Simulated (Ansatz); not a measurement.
MnO:

```xyz
2
Lattice="0.0000 2.2239 2.2239 2.2239 0.0000 2.2239 2.2239 2.2239 0.0000" Properties=species:S:1:pos:R:3 pbc="T T T"
Mn    0.0000    0.0000    0.0000
O     2.2239    2.2239    2.2239
```

The cell is a database's computed one.

Base run:

```yaml
Program: Ansatz 0.2.0
Functional: PBE
Potentials_or_basis: Ansatz PAW
Cutoff: "420 eV (not typed: the program's choice for these potentials)"
k_mesh: 10 × 10 × 10
Occupations: fermi-dirac, width 0.05 eV
Spin: collinear spin, ferromagnetic start
Starting_moments: "[4.0, 0.0] μB"
```

Its results: band gap on the k mesh none (metal or under the smearing width); pressure 0.1 GPa; net moment 4.79 μB per cell; site moments Mn +4.06; O +0.24 μB.

**Question.** The run is repeated on the same cell with these changes: functional from PBE to LDA. What comes out?

**Answer.** Band gap on the k mesh none (metal or under the smearing width); pressure -16.5 GPa; net moment 4.60 μB per cell; site moments Mn +3.91; O +0.22 μB.

LDA binds more tightly than PBE, so the same cell stands under less pressure.

Caveats: a cell with one magnetic atom can't hold antiferromagnetic order, which such compounds often take; semilocal functionals often make such compounds metallic where correlation or magnetic order opens a gap, which also shifts bond lengths; so large a pressure means that the cell lies far from this level's equilibrium, or that cutoff or potentials fall short (some runs); the PAW data sets come from PBE, with cores solved anew for the run's functional, which leaves a small shift of forces and pressure (some runs).
